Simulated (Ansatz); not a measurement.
# In: the order of phases at one pressure, part 1 of 2

Aim: bring In in several structures (bcc, hcp, simple hexagonal, sc, beta tin) to one pressure and rank them by enthalpy. The pressure is set by scaling the first phase. Methods of the runs shown: PAW.

Method: DFT, LDA, PAW with Ansatz's default frozen-core files, scalar-relativistic, in Ansatz 0.2.0.

**1. Starting point**

Symmetry: Im-3m, No. 229, cubic system. The conventional cell has a = 3.665 Å, b = 3.665 Å, c = 3.665 Å, α = 90.00°, β = 90.00°, γ = 90.00°. Around In (site symmetry m-3m) lie 8 In at 3.17 Å.

Structure file:

```xyz
1
Lattice="-1.8325 1.8325 1.8325 1.8325 -1.8325 1.8325 1.8325 1.8325 -1.8325" Properties=species:S:1:pos:R:3 pbc="T T T"
In    0.0000    0.0000    0.0000
```

**2. Cell relaxed at zero pressure, PAW**

Input file input.yaml:

```yaml
crystal:
  lattice:
    - [-1.8324862937, 1.8324862937, 1.8324862937]
    - [1.8324862937, -1.8324862937, 1.8324862937]
    - [1.8324862937, 1.8324862937, -1.8324862937]
  atoms:
    - { symbol: In, position: [0.0, 0.0, 0.0] }
kpoints:
  mp_grid: { grid: [15, 15, 15] }
scf:
  occupations: { method: fermi_dirac, width: 0.1 }
hamiltonian:
  xc: lda
  pseudopotentials: { kind: paw }
output:
  forces: true
  stress: true
relax:
  f_tol: 0.005
  max_steps: 40
  cell: {}
```

Command:

```console
$ ansatz run input.yaml --threads 1 --pin off --max-ram 3584MiB --backend cpu --events-out ev --progress --plain --runs-dir out
```

What it wrote (excerpt; [...] marks lines left out):

```text
[...]
Pseudopotentials: kind: paw
Pseudopotential: In, paw, valence charge 13, recommended cutoff 420 eV (normal)
Functional definition: SPW92
[...]
Crystal: 1 atoms, lattice volume = 24.614 Å³
Basis set: ecut = 420 eV, 459 PW (Γ)
Bands: 11, of which v1, the nominal top of the filled ones, is band 7 counted from 1 (6 counted from 0)
Symmetry: 48 space group operations
Space group: Im-3m (ITA 229), of the structure as read, at distance tolerance 2.9e-5 Å
k-points: 120 of 3375
[...]
SCF iter   1: F=—  HF=-5457.158141 eV  |F-HF|=—  |Δ(HF+E_count)|=         —  Δρ=7.67e-3  dr2=8.15e-3  ethr=1.77e-3  ⟨swp⟩=5.0  Hψ=7783  notcnv=0
[...]
--- Forces (eV/Å), atoms counted from 1 ---
  atom   1  In    -0.00000000     0.00000000     0.00000000
[...]
--- Stress (GPa, compression-positive) ---
       -0.016852      -0.000000      -0.000000
       -0.000000      -0.016852      -0.000000
       -0.000000       0.000000      -0.016852
  P = ⅓ Tr σ = -0.0169 GPa (-0.169 kbar)
--- Relaxed structure (2 steps of the walk, 2 accepted, 1 SCFs on fresh bases) ---
  F+E_penalty+E_count = -5457.15431183 eV   max|allowed force component| = 0.000e0 eV/Å   (the final SCF, on the basis selected at the relaxed cell)
  cell:  # Å, volume = 24.8295 Å³
    - [-1.8378185552459225, 1.8378185552459225, 1.8378185552459225]
    - [1.8378185552459225, -1.8378185552459225, 1.8378185552459225]
    - [1.8378185552459225, 1.8378185552459225, -1.8378185552459225]
  atoms:
    - { symbol: In, position: [0.0, 0.0, 0.0] }
```

It took 2.6 s on 1 thread of Intel Xeon 6975P-C (Granite Rapids), shared host; peak memory 0.38 GiB.

The steps of the relaxation:

```tsv
step	energy from step 1 (eV/cell)	largest force component (eV/Å)	pressure (GPa)	volume (Å³)
1	0.0000	0.0000	0.42	24.61
2	-0.0002	0.0000	-0.02	24.83
3	-0.0003	0.0000	-0.02	24.83
```

Step 1 is the start. Step 3 repeats the geometry before on a plane-wave basis chosen anew for that cell, so the energy can jump there without any move; the table keeps such jumps.

| input's cell | before | after | change |
| --- | --- | --- | --- |
| a (Å) | 3.174 | 3.183 | +0.3 % |
| b (Å) | 3.174 | 3.183 | +0.3 % |
| c (Å) | 3.174 | 3.183 | +0.3 % |
| volume (Å³/atom) | 24.61 | 24.83 | +0.9 % |

**3. Volume scaled by 0.993, to set the pressure, PAW**

Input file input.yaml:

```yaml
crystal:
  lattice:
    - [-1.833520267, 1.833520267, 1.833520267]
    - [1.833520267, -1.833520267, 1.833520267]
    - [1.833520267, 1.833520267, -1.833520267]
  atoms:
    - { symbol: In, position: [0.0, 0.0, 0.0] }
kpoints:
  mp_grid: { grid: [15, 15, 15] }
scf:
  occupations: { method: fermi_dirac, width: 0.1 }
hamiltonian:
  xc: lda
  pseudopotentials: { kind: paw }
output:
  forces: true
  stress: true
  eigenvalues: true
```

Command:

```console
$ ansatz run input.yaml --threads 1 --pin off --max-ram 3584MiB --backend cpu --events-out ev --progress --plain --runs-dir out
```

What it wrote (excerpt; [...] marks lines left out):

```text
[...]
[... 3 set-up lines as earlier in the session ...]
[...]
Crystal: 1 atoms, lattice volume = 24.656 Å³
Basis set: ecut = 420 eV, 459 PW (Γ)
Bands: 11, of which v1, the nominal top of the filled ones, is band 7 counted from 1 (6 counted from 0)
[... 1 set-up line as earlier in the session ...]
[...]
--- Forces (eV/Å), atoms counted from 1 ---
  atom   1  In    -0.00000000     0.00000000    -0.00000000
[...]
--- Stress (GPa, compression-positive) ---
        0.330074      -0.000000      -0.000000
        0.000000       0.330074      -0.000000
        0.000000      -0.000000       0.330074
  P = ⅓ Tr σ = 0.3301 GPa (3.301 kbar)
--- Band table (eV; the first three rows and the last of 120) ---
  k-point 0: bands = ["-3.9168", "-3.9168", "-3.9168", "-3.5880", "-3.5880", "0.7526", "22.3562", "22.3562", "22.3562", "24.0187", "24.0187"]
[...]
```

Run time: 1.1 s. Hardware: 1 thread of Intel Xeon 6975P-C (Granite Rapids), shared host; peak memory 0.35 GiB.

In short: pressure 0.33 GPa; no gap.

**4. Bcc relaxed under pressure, PAW**

Changes to input.yaml since step 3:

```diff
@@ -18 +18,5 @@
   eigenvalues: true
+relax:
+  f_tol: 0.005
+  max_steps: 40
+  cell: { p_target: 0.33, stress_tol: 0.03 }
```

Command:

```console
$ ansatz run input.yaml --threads 1 --pin off --max-ram 3584MiB --backend cpu --events-out ev --progress --plain --runs-dir out
```

What it wrote (excerpt; [...] marks lines left out):

```text
[...]
[... 3 set-up lines as earlier in the session ...]
[...]
Crystal: 1 atoms, lattice volume = 24.656 Å³
Basis set: ecut = 420 eV, 459 PW (Γ)
Bands: 11, of which v1, the nominal top of the filled ones, is band 7 counted from 1 (6 counted from 0)
[... 1 set-up line as earlier in the session ...]
[...]
--- Relaxed structure (1 steps of the walk, 1 accepted, 1 SCFs on fresh bases) ---
  F+E_penalty+E_count = -5457.15414164 eV   max|allowed force component| = 0.000e0 eV/Å   (the final SCF, on the basis selected at the relaxed cell)
  cell:  # Å, volume = 24.6557 Å³
    - [-1.833520267, 1.833520267, 1.833520267]
    - [1.833520267, -1.833520267, 1.833520267]
    - [1.833520267, 1.833520267, -1.833520267]
  atoms:
    - { symbol: In, position: [0.0, 0.0, 0.0] }
```

Wall time 2.5 s (1 thread of Intel Xeon 6975P-C (Granite Rapids), shared host); peak memory 0.38 GiB.

The steps of the relaxation:

```tsv
step	energy from step 1 (eV/cell)	largest force component (eV/Å)	pressure (GPa)	volume (Å³)
1	0.0000	0.0000	0.33	24.66
2	0.0000	0.0000	0.33	24.66
```

Step 1 is the start. Step 2 repeats the geometry before on a plane-wave basis chosen anew for that cell, so the energy can jump there without any move; the table keeps such jumps.

| input's cell | before | after | change |
| --- | --- | --- | --- |
| a (Å) | 3.176 | 3.176 | +0.0 % |
| b (Å) | 3.176 | 3.176 | +0.0 % |
| c (Å) | 3.176 | 3.176 | +0.0 % |
| volume (Å³/atom) | 24.66 | 24.66 | +0.0 % |

In short: pressure 0.33 GPa; no gap.

**5. Hcp relaxed under pressure, PAW**

Input file input.yaml:

```yaml
crystal:
  lattice:
    - [3.2756726535, 0.0, 0.0]
    - [-1.6378363268, 2.8368157324, 0.0]
    - [0.0, 0.0, 5.3065896987]
  atoms:
    - { symbol: In, position: [0.3333333333, 0.6666666667, 0.25] }
    - { symbol: In, position: [0.6666666667, 0.3333333333, 0.75] }
kpoints:
  mp_grid: { grid: [14, 14, 7] }
scf:
  occupations: { method: fermi_dirac, width: 0.1 }
hamiltonian:
  xc: lda
  pseudopotentials: { kind: paw }
output:
  forces: true
  stress: true
  eigenvalues: true
relax:
  f_tol: 0.005
  max_steps: 40
  cell: { p_target: 0.33, stress_tol: 0.03 }
```

Command:

```console
$ ansatz run input.yaml --threads 1 --pin off --max-ram 3584MiB --backend cpu --events-out ev --progress --plain --runs-dir out
```

What it wrote:

```text
Engine: ansatz 0.2.0
[... 3 set-up lines as earlier in the session ...]
  exchange = slater_x
  correlation = pw_c
Crystal: 2 atoms, lattice volume = 49.311 Å³
Basis set: ecut = 420 eV, 989 PW (Γ)
Bands: 17, of which v1, the nominal top of the filled ones, is band 13 counted from 1 (12 counted from 0)
Symmetry: 24 space group operations
Space group: P63/mmc (ITA 194), of the structure as read, at distance tolerance 3.7e-5 Å
k-points: 96 of 1372
Non-local potential: In, projectors of the file, l = 0: 2, l = 1: 2, l = 2: 2, l = 3: 2
PAW form: soft (Blöchl's): semilocal exchange-correlation on the pseudo side does not see the compensation charge
PAW frozen core: In, regenerated for the run's functional, and the local potential with it (the file was generated under x = pbe(κ = 0.804, μ = 0.2195149727645171), c = pbe(β = 0.06672455060314922))
PAW one-centre angular grid: In, 590 points (default); XC on 64 Gauss nodes
Initial density: superposition of atomic densities (neutral atoms: chi_scale 0, normalization atom), corrected by the library's trained network
Initial wavefunctions: pseudopotential atomic-orbital guess
Functional: x = slater, c = lda
SCF iter   1: F=—  HF=-10914.328286 eV  |F-HF|=—  |Δ(HF+E_count)|=         —  Δρ=7.79e-3  dr2=1.68e-2  ethr=1.77e-3  ⟨swp⟩=5.7  Hψ=8164  notcnv=0
preconditioner: auto → Kerker (q_TF=auto, 2.452 Å⁻¹)  [metal: Δε(μ)=0.065 eV  Ē_g=16.004 eV  σ=0.100 eV  W_gap=0.16  n_scr=10 (ndim 8)  ℏωp=27.0 eV  f_vac=0.000  D(μ)=0.88/eV (n_scr^D=2)]
SCF iter   2: F=—  HF=-10914.320376 eV  |F-HF|=—  |Δ(HF+E_count)|=   7.91e-3  Δρ=3.41e-3  dr2=3.26e-3  ethr=6.47e-5  ⟨swp⟩=2.0  Hψ=3465  notcnv=0
SCF iter   3: F=—  HF=-10914.319216 eV  |F-HF|=—  |Δ(HF+E_count)|=   1.16e-3  Δρ=4.47e-4  dr2=1.21e-4  ethr=1.25e-5  ⟨swp⟩=2.0  Hψ=2591  notcnv=0
SCF iter   4: F=—  HF=-10914.319195 eV  |F-HF|=—  |Δ(HF+E_count)|=   2.06e-5  Δρ=2.23e-4  dr2=1.87e-5  ethr=4.65e-7  ⟨swp⟩=2.0  Hψ=2834  notcnv=0
SCF iter   5: F=—  HF=-10914.319189 eV  |F-HF|=—  |Δ(HF+E_count)|=   5.89e-6  Δρ=1.17e-4  dr2=4.62e-6  ethr=7.19e-8  ⟨swp⟩=2.0  Hψ=2871  notcnv=0
SCF iter   6: F=—  HF=-10914.319187 eV  |F-HF|=—  |Δ(HF+E_count)|=   2.21e-6  Δρ=1.84e-5  dr2=1.35e-7  ethr=1.78e-8  ⟨swp⟩=2.0  Hψ=2593  notcnv=0
SCF iter   7: F=-10914.319187 eV  HF=-10914.319187 eV  |F-HF|=2.38e-9  |Δ(HF+E_count)|=   5.76e-8  Δρ=2.81e-6  dr2=3.69e-9  ethr=3.85e-10  ⟨swp⟩=5.0  Hψ=6954  notcnv=0
SCF 1 converged in 7 iterations: F = -10914.319187 eV  dr2 = 3.69e-9
relax step   1: F+E_penalty+E_count = -10914.31918691 eV  Δ(F+E_penalty+E_count) = +0.000e0 eV  max|allowed force component| = 7.401e-17 eV/Å  Δτ_max = 0.0000 Å  P = +0.269 GPa  Ω = 49.311 Å³  (7 SCF iters, dr2 threshold 1.00e-7 eV, accepted)
Crystal: 2 atoms, lattice volume = 49.241 Å³
Initial density: handed on by an earlier stage of this run
Initial wavefunctions: those handed on with the density
iter 1 solved again at ethr=1.45e-8 eV; its pass at ethr=3.10e-3 eV (dr2=3.76e-6 eV) is discarded
SCF iter   1: F=—  HF=-10914.319128 eV  |F-HF|=—  |Δ(HF+E_count)|=         —  Δρ=6.30e-5  dr2=2.68e-6  ethr=1.45e-8  ⟨swp⟩=3.1  Hψ=10605  notcnv=0
preconditioner: auto → Kerker (q_TF=auto, 2.453 Å⁻¹)  [metal: Δε(μ)=0.092 eV  Ē_g=16.102 eV  σ=0.100 eV  W_gap=0.23  n_scr=10 (ndim 8)  ℏωp=27.0 eV  f_vac=0.000  D(μ)=0.88/eV (n_scr^D=2)]
SCF iter   2: F=—  HF=-10914.319127 eV  |F-HF|=—  |Δ(HF+E_count)|=   5.13e-7  Δρ=4.15e-5  dr2=1.16e-6  ethr=1.03e-8  ⟨swp⟩=1.0  Hψ=1632  notcnv=0
SCF iter   3: F=-10914.319127 eV  HF=-10914.319127 eV  |F-HF|=1.81e-8  |Δ(HF+E_count)|=   3.57e-7  Δρ=7.51e-6  dr2=4.17e-8  ethr=2.86e-10  ⟨swp⟩=4.3  Hψ=7739  notcnv=0
SCF 2 converged in 3 iterations: F = -10914.319127 eV  dr2 = 4.17e-8
relax step   2: F+E_penalty+E_count = -10914.31912698 eV  Δ(F+E_penalty+E_count) = +5.993e-5 eV  max|allowed force component| = 5.551e-17 eV/Å  Δτ_max = 0.0000 Å  P = +0.342 GPa  Ω = 49.241 Å³  energy of the carried Pulay correction = +1.057e-5 eV  (3 SCF iters, dr2 threshold 7.42e-8 eV, accepted)
Crystal: 2 atoms, lattice volume = 49.108 Å³
Basis set: ecut = 420 eV, 977 PW (Γ)
iter 1 solved again at ethr=7.84e-7 eV; its pass at ethr=3.10e-3 eV (dr2=2.04e-4 eV) is discarded
SCF iter   1: F=—  HF=-10914.319118 eV  |F-HF|=—  |Δ(HF+E_count)|=         —  Δρ=5.01e-4  dr2=1.76e-4  ethr=7.84e-7  ⟨swp⟩=2.2  Hψ=10873  notcnv=0
preconditioner: auto → Kerker (q_TF=auto, 2.454 Å⁻¹)  [metal: Δε(μ)=0.011 eV  Ē_g=16.107 eV  σ=0.100 eV  W_gap=0.03  n_scr=10 (ndim 8)  ℏωp=27.0 eV  f_vac=0.000  D(μ)=0.89/eV (n_scr^D=2)]
SCF iter   2: F=—  HF=-10914.319091 eV  |F-HF|=—  |Δ(HF+E_count)|=   2.70e-5  Δρ=3.47e-4  dr2=8.64e-5  ethr=6.76e-7  ⟨swp⟩=1.0  Hψ=1632  notcnv=0
SCF iter   3: F=—  HF=-10914.319066 eV  |F-HF|=—  |Δ(HF+E_count)|=   2.50e-5  Δρ=4.70e-5  dr2=1.63e-6  ethr=3.32e-7  ⟨swp⟩=1.7  Hψ=1791  notcnv=0
SCF iter   4: F=—  HF=-10914.319070 eV  |F-HF|=—  |Δ(HF+E_count)|=   4.57e-6  Δρ=9.44e-6  dr2=2.28e-8  ethr=9.41e-11  ⟨swp⟩=4.1  Hψ=7965  notcnv=0
SCF iter   5: F=-10914.319070 eV  HF=-10914.319070 eV  |F-HF|=1.04e-10  |Δ(HF+E_count)|=   1.11e-8  Δρ=1.66e-6  dr2=1.30e-9  ethr=8.76e-11  ⟨swp⟩=2.0  Hψ=5198  notcnv=0
SCF 3 converged in 5 iterations: F = -10914.319070 eV  dr2 = 1.30e-9
relax step   3: F+E_penalty+E_count = -10914.31907013 eV  Δ(F+E_penalty+E_count) = +5.685e-5 eV  max|allowed force component| = 1.110e-16 eV/Å  Δτ_max = 0.0000 Å  P = +0.511 GPa  Ω = 49.108 Å³  energy of the carried Pulay correction = +2.879e-5 eV  (5 SCF iters, dr2 threshold 2.45e-8 eV, accepted)
Crystal: 2 atoms, lattice volume = 49.237 Å³
iter 1 solved again at ethr=1.06e-7 eV; its pass at ethr=3.10e-3 eV (dr2=2.76e-5 eV) is discarded
SCF iter   1: F=—  HF=-10914.319415 eV  |F-HF|=—  |Δ(HF+E_count)|=         —  Δρ=1.94e-4  dr2=2.62e-5  ethr=1.06e-7  ⟨swp⟩=3.1  Hψ=10654  notcnv=0
preconditioner: auto → Kerker (q_TF=auto, 2.453 Å⁻¹)  [metal: Δε(μ)=0.093 eV  Ē_g=16.100 eV  σ=0.100 eV  W_gap=0.22  n_scr=10 (ndim 8)  ℏωp=27.0 eV  f_vac=0.000  D(μ)=0.89/eV (n_scr^D=2)]
SCF iter   2: F=—  HF=-10914.319411 eV  |F-HF|=—  |Δ(HF+E_count)|=   4.45e-6  Δρ=1.31e-4  dr2=1.21e-5  ethr=1.01e-7  ⟨swp⟩=1.0  Hψ=1632  notcnv=0
SCF iter   3: F=—  HF=-10914.319407 eV  |F-HF|=—  |Δ(HF+E_count)|=   3.76e-6  Δρ=1.79e-5  dr2=1.89e-7  ethr=4.67e-8  ⟨swp⟩=1.8  Hψ=1850  notcnv=0
SCF iter   4: F=-10914.319407 eV  HF=-10914.319407 eV  |F-HF|=2.55e-9  |Δ(HF+E_count)|=   5.53e-8  Δρ=5.27e-6  dr2=6.37e-9  ethr=5.36e-10  ⟨swp⟩=5.2  Hψ=6589  notcnv=0
SCF 4 converged in 4 iterations: F = -10914.319407 eV  dr2 = 6.37e-9
relax step   4: F+E_penalty+E_count = -10914.31940686 eV  Δ(F+E_penalty+E_count) = -3.367e-4 eV  max|allowed force component| = 9.714e-17 eV/Å  Δτ_max = 0.0000 Å  P = +0.367 GPa  Ω = 49.237 Å³  energy of the carried Pulay correction = +9.707e-6 eV  (4 SCF iters, dr2 threshold 1.39e-7 eV, accepted)
Crystal: 2 atoms, lattice volume = 49.285 Å³
iter 1 solved again at ethr=3.75e-8 eV; its pass at ethr=3.10e-3 eV (dr2=9.75e-6 eV) is discarded
SCF iter   1: F=—  HF=-10914.319527 eV  |F-HF|=—  |Δ(HF+E_count)|=         —  Δρ=1.10e-4  dr2=8.45e-6  ethr=3.75e-8  ⟨swp⟩=3.3  Hψ=10749  notcnv=0
preconditioner: auto → Kerker (q_TF=auto, 2.452 Å⁻¹)  [metal: Δε(μ)=0.016 eV  Ē_g=16.093 eV  σ=0.100 eV  W_gap=0.04  n_scr=10 (ndim 8)  ℏωp=27.0 eV  f_vac=0.000  D(μ)=0.89/eV (n_scr^D=2)]
SCF iter   2: F=—  HF=-10914.319526 eV  |F-HF|=—  |Δ(HF+E_count)|=   5.22e-7  Δρ=7.54e-5  dr2=4.07e-6  ethr=3.25e-8  ⟨swp⟩=1.0  Hψ=1632  notcnv=0
SCF iter   3: F=—  HF=-10914.319525 eV  |F-HF|=—  |Δ(HF+E_count)|=   1.22e-6  Δρ=9.69e-6  dr2=6.00e-8  ethr=1.57e-8  ⟨swp⟩=1.8  Hψ=1831  notcnv=0
SCF iter   4: F=-10914.319525 eV  HF=-10914.319525 eV  |F-HF|=1.15e-9  |Δ(HF+E_count)|=   1.58e-8  Δρ=2.78e-6  dr2=1.51e-9  ethr=3.38e-11  ⟨swp⟩=5.7  Hψ=7224  notcnv=0
SCF 5 converged in 4 iterations: F = -10914.319525 eV  dr2 = 1.51e-9
relax step   5: F+E_penalty+E_count = -10914.31952503 eV  Δ(F+E_penalty+E_count) = -1.182e-4 eV  max|allowed force component| = 4.163e-17 eV/Å  Δτ_max = 0.0000 Å  P = +0.326 GPa  Ω = 49.285 Å³  energy of the carried Pulay correction = +1.683e-6 eV  (4 SCF iters, dr2 threshold 8.79e-9 eV, accepted)
Initial wavefunctions: pseudopotential atomic-orbital guess (no wavefunctions were taken with the density)
iter 1 solved again at ethr=1.47e-7 eV; its pass at ethr=3.10e-3 eV (dr2=3.83e-5 eV) is discarded
SCF iter   1: F=—  HF=-10914.319519 eV  |F-HF|=—  |Δ(HF+E_count)|=         —  Δρ=1.38e-5  dr2=1.37e-8  ethr=1.47e-7  ⟨swp⟩=2.7  Hψ=11751  notcnv=0
eigensolver tolerance schedule: the retry pair's looser diagonalisation over-reported the residual by 2788.79 of it (diagonalisation noise at 0.15 of the residual, at the tolerance the schedule requests for it); recorded, not acted on — ethr = c·dr2/N_el stays at c = 1.0e-1
preconditioner: auto → Kerker (q_TF=auto, 2.452 Å⁻¹)  [metal: Δε(μ)=0.016 eV  Ē_g=16.092 eV  σ=0.100 eV  W_gap=0.04  n_scr=10 (ndim 8)  ℏωp=27.0 eV  f_vac=0.000  D(μ)=0.89/eV (n_scr^D=2)]
SCF iter   2: F=—  HF=-10914.319519 eV  |F-HF|=—  |Δ(HF+E_count)|=   5.27e-7  Δρ=7.57e-6  dr2=4.50e-9  ethr=5.27e-11  ⟨swp⟩=3.2  Hψ=3574  notcnv=0
SCF iter   3: F=—  HF=-10914.319519 eV  |F-HF|=—  |Δ(HF+E_count)|=   4.43e-9  Δρ=1.48e-6  dr2=6.06e-10  ethr=1.73e-11  ⟨swp⟩=2.0  Hψ=2592  notcnv=0
SCF iter   4: F=—  HF=-10914.319519 eV  |F-HF|=—  |Δ(HF+E_count)|=  2.02e-10  Δρ=5.89e-7  dr2=1.05e-10  ethr=2.33e-12  ⟨swp⟩=2.8  Hψ=2962  notcnv=0
SCF iter   5: F=—  HF=-10914.319519 eV  |F-HF|=—  |Δ(HF+E_count)|=  3.82e-11  Δρ=1.78e-7  dr2=1.01e-11  ethr=1.00e-12  ⟨swp⟩=2.0  Hψ=2592  notcnv=0
SCF iter   6: F=-10914.319519 eV  HF=-10914.319519 eV  |F-HF|=5.46e-12  |Δ(HF+E_count)|=  3.64e-12  Δρ=8.80e-8  dr2=2.00e-12  ethr=1.00e-12  ⟨swp⟩=5.6  Hψ=6870  notcnv=0
SCF 6 converged in 6 iterations: F = -10914.319519 eV  dr2 = 2.00e-12
relax step   6: F+E_penalty+E_count = -10914.31951886 eV  Δ(F+E_penalty+E_count) = +6.166e-6 eV  max|allowed force component| = 4.163e-17 eV/Å  Δτ_max = 0.0000 Å  P = +0.325 GPa  Ω = 49.285 Å³  stress off target by 7.61e-3 GPa  SCF on the basis re-selected at this cell (its energy is not comparable with the rows above)  (6 SCF iters)
basis re-selected at this cell: Δ(F+E_penalty+E_count) = +6.166e-6 eV, ΔP = -0.000 GPa vs the last step (what re-selecting the basis moved, of the pressure what is left beyond the Pulay correction that the steps carried, after the strain that the cell walked since its last selection, with what the two solves' SCF thresholds leave and, on support functions, any second-order correction that the steps lacked; it is no measure of the basis error at this ecutwfc). This SCF's stress stands 7.61e-3 GPa from its target on what of the cell is left free (relax.cell.stress_tol is 3.00e-2 GPa) and its largest allowed force component is 4.16e-17 eV/Å (relax.f_tol is 5.00e-3 eV/Å): within both
SCF converged after 6 iterations
Free energy (F): -10914.319519 eV
Harris-Foulkes:  -10914.319519 eV  (|F-HF|=5.46e-12)
Internal energy: -10914.290521 eV  (E = F + TS)
E sigma→0 (E₀):  -10914.305020 eV
Entropy (-TS):   -0.028998 eV (-14.499 meV/atom)
Fermi energy:    10.766309 eV
--- Per-component energies (eV) ---
  E_band       = -33.821730
  E_kinetic    = 485.551518
  E_local      = -2083.119659  (includes V_loc(G=0)·N_el)
  E_nonlocal   = 738.387251
  E_hartree    = 813.805601
  E_xc         = -429.124156
  E_vxc        = -204.443063  (∫ρ·V_xc dr)
  E_paw        = -8025.301583  (= ΣΔE_a)
  E_vpaw       = -597.808961  (= ΣTr[D̂ρ^β])
  E_aug_tail   = 0.000051  (compensation charges beyond the density's cutoff)
  E_ewald      = -2415.058618
  E_core_change = 0.569073  (= ΣΔE_core)
  E_smearing   = -0.028998  (= −TS)
  E_closure    = -0.000000  (closes the sum)
  Σ components = -10914.319519   (vs F -10914.319519, Δ=0.00e0)
--- Forces (eV/Å), atoms counted from 1 ---
  atom   1  In     0.00000000     0.00000000     0.00000000
  atom   2  In     0.00000000    -0.00000000    -0.00000000
  max |Σ_I F_I| component: 9.25e-18 eV/Å
--- Stress (GPa, compression-positive) ---
        0.322386      -0.000000       0.000000
       -0.000000       0.322386       0.000000
        0.000000       0.000000       0.331410
  P = ⅓ Tr σ = 0.3254 GPa (3.254 kbar)
--- Band table (eV; the first three rows and the last of 96) ---
  k-point 0: bands = ["-3.9433", "-3.8284", "-3.8139", "-3.8139", "-3.7754", "-3.7754", "-3.7320", "-3.7320", "-3.4776", "-3.4776", "0.7491", "6.5978", "7.2266", "19.0831", "19.0831", "21.1082", "21.1082"]
  k-point 1: bands = ["-3.9352", "-3.8309", "-3.8298", "-3.8298", "-3.7842", "-3.7842", "-3.7017", "-3.7017", "-3.4833", "-3.4833", "0.8697", "5.2442", "8.8153", "19.1894", "19.1894", "20.8518", "21.0593"]
  k-point 2: bands = ["-3.9137", "-3.8461", "-3.8461", "-3.8403", "-3.8060", "-3.8060", "-3.6446", "-3.6446", "-3.5021", "-3.5021", "1.2351", "3.8643", "10.8981", "18.2800", "19.4953", "19.4953", "20.8639"]
  k-point 95: bands = ["-3.9268", "-3.9213", "-3.8142", "-3.7440", "-3.7032", "-3.6756", "-3.6309", "-3.6239", "-3.4743", "-3.4641", "7.7436", "8.1591", "8.9980", "9.4485", "10.2895", "11.1102", "18.2576"]
--- Relaxed structure (5 steps of the walk, 5 accepted, 1 SCFs on fresh bases) ---
  F+E_penalty+E_count = -10914.31951886 eV   max|allowed force component| = 4.163e-17 eV/Å   (the final SCF, on the basis selected at the relaxed cell)
  cell:  # Å, volume = 49.2849 Å³
    - [3.292499758470068, 2.901580895586253e-11, 2.987996307239331e-30]
    - [-1.6462498792601625, 2.8513884327746997, 2.9339420945663146e-19]
    - [2.4154184428425854e-33, 5.488275716265754e-19, 5.249669392871317]
  atoms:
    - { symbol: In, position: [0.3333333333333333, 0.6666666666666667, 0.25000000000000006] }
    - { symbol: In, position: [0.6666666666666666, 0.33333333333333337, 0.7500000000000001] }
```

It took 12 s on 1 thread of Intel Xeon 6975P-C (Granite Rapids), shared host; peak memory 0.42 GiB.

Step by step:

```tsv
step	energy from step 1 (eV/cell)	largest force component (eV/Å)	pressure (GPa)	volume (Å³)
1	0.0000	0.0000	0.27	49.31
2	0.0001	0.0000	0.34	49.24
3	0.0001	0.0000	0.51	49.11
4	-0.0002	0.0000	0.37	49.24
5	-0.0003	0.0000	0.33	49.28
6	-0.0003	0.0000	0.33	49.28
```

Step 1 is the start. Step 6 repeats the geometry before on a plane-wave basis chosen anew for that cell, so the energy can jump there without any move; the table keeps such jumps.

| input's cell | before | after | change |
| --- | --- | --- | --- |
| a (Å) | 3.276 | 3.292 | +0.5 % |
| b (Å) | 3.276 | 3.292 | +0.5 % |
| c (Å) | 5.307 | 5.250 | -1.1 % |
| volume (Å³/atom) | 24.66 | 24.64 | -0.1 % |

Result: pressure 0.33 GPa; no gap.

(Continued in part 2 of 2.)
